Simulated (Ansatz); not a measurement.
We consider rutile GeO2, described by rVV10 in Ansatz (PAW).

Numerical settings: plane-wave cutoff 520 eV, 8×8×12 k mesh (along the axes of the cell as run), Fermi–Dirac smearing 0.01 eV, scalar-relativistic PAW data made under PBE.

Energies at three volumes about the minimum:

| V (Å³/atom) | E − E_lowest (meV/atom) |
|---|---|
| 9.681 | 2.53 |
| 9.879 | 0.00 |
| 10.076 | 2.29 |

Question: Fit a parabola by hand: where is the minimum, and what is the bulk modulus?

Answer: Slopes: (0.00 − 2.53)/(9.879 − 9.681) = -12.778 and (2.29 − 0.00)/(10.076 − 9.879) = 11.624 meV/Å³. Curvature E″ = 2 × (11.624 − (-12.778))/(10.076 − 9.681) = 123.554 meV/Å⁶. From the middle of the first interval, the slope vanishes at V0 = 9.7800 − (-12.778)/123.554 = 9.883 Å³/atom. B = V0 E″ = 9.883 × 123.554 meV/Å³ × 0.1602 GPa per meV/Å³ = 196 GPa. The full Birch–Murnaghan fit to all volumes gives V0 = 9.879 Å³/atom and B0 = 194 GPa.

Shape and atoms are relaxed at each volume.

Measured, for comparison: bulk modulus 251 GPa (room temperature, no zero-point or thermal correction, from measured elastic constants; as tabulated in Sevik and Bulutay (2007), arXiv:cond-mat/0610176). Computed (rounded) less measured: bulk modulus -23 %.

Note: the bulk modulus comes from volumes at which shape and atoms were relaxed.

Ansatz is a program for electronic structure.
